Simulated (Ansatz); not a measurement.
## SiC (Moissanite 6H) under changes of volume

One of the cells (10.487 Å³/atom); the others are scaled copies at fixed shape and fractional positions:

```
Si C
1.0
     3.09500    0.00000    0.00000
    -1.54750    2.68035    0.00000
     0.00000    0.00000   15.17000
Si C
6 6
Cartesian
  1.5475 0.8934 6.9524
  0.0000 1.7869 14.5374
  1.5475 0.8934 12.0101
  0.0000 1.7869 4.4251
  0.0000 0.0000 9.4812
  0.0000 0.0000 1.8962
  1.5475 0.8934 5.0562
  0.0000 1.7869 12.6412
  1.5475 0.8934 10.1138
  0.0000 1.7869 2.5288
  0.0000 0.0000 7.5850
  0.0000 0.0000 0.0000
```

| Property | Result |
| --- | --- |
| Program | Ansatz 0.2.0 |
| Functional | BLYP |
| Dispersion | D4 |
| Potentials or basis | Ansatz PAW |
| Cutoff | 420 eV (not typed: the program's choice for these potentials) |
| k mesh | 10 × 10 × 2 |
| Occupations | fermi-dirac, width 0.05 eV |
| Spin | no spin polarisation |

```tsv
volume (Å³/atom)	energy over the lowest point (meV/atom)	pressure (GPa)	largest force (eV/Å)
9.858	13.48	10.2	0.153
10.068	3.56	5.1	0.149
10.277	0.00	0.5	0.145
10.487	2.14	-3.7	0.142
10.697	?	?	?
10.907	21.42	-10.8	0.136
11.116	37.55	-13.8	0.133
```

What does the run at 10.697 Å³/atom give?

Energy over the lowest point 9.47 meV/atom; pressure -7.4 GPa; largest force 0.139 eV/Å.

Worked out: A Birch-Murnaghan fit of order 3 (a polynomial in V^(-2/3)) to the other rows has its minimum at 10.30 Å³/atom with B0 = V·E''(V) = 212 GPa and B' = 4.0 at fixed shape and positions, which overstates the stiffness. It gives 9.44 meV/atom at 10.697 Å³/atom, against the run's 9.47, and -dE/dV = -7.4 GPa, against -7.4.

Energies are extrapolated to zero smearing.

Caveats: the PAW data sets come from PBE, with cores solved anew for the run's functional, which leaves a small shift of forces and pressure.
